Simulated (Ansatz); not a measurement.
Structure optimisation: tellurium, fcc

Theory: DFT, revPBE, plane waves (420 eV) with PAW, scalar-relativistic (Ansatz). The PAW files were generated under PBE, with cores re-solved for the functional.

k-point mesh 11×11×11, Fermi-Dirac smearing 0.1 eV, no spin polarisation. Cell and atoms relax.

Starting structure:

```yaml
crystal:
  lattice:
    - [0.00000, 2.43391, 2.43391]
    - [2.43391, 0.00000, 2.43391]
    - [2.43391, 2.43391, 0.00000]
  atoms:
    - { symbol: Te, position: [0.00000, 0.00000, 0.00000] }
```

Problem. What cell does the relaxation end in?

Solution. Fm-3m with a = 4.868 Å; 28.84 Å³ per atom against 28.84 at the start (0.0 %).

Problem. How much energy does the relaxation gain?

Solution. 0.0 meV per atom.

Path of the relaxation (the plane waves are chosen anew near the end, which can shift the energy a little):

| step | E − E(final) (meV/atom) | V (Å³/atom) | P (GPa) | max force (eV/Å) |
| --- | --- | --- | --- | --- |
| 0 | 0.00 | 28.837 | -0.02 | 0.000 |
| 1 | 0.00 | 28.837 | -0.02 | 0.000 |
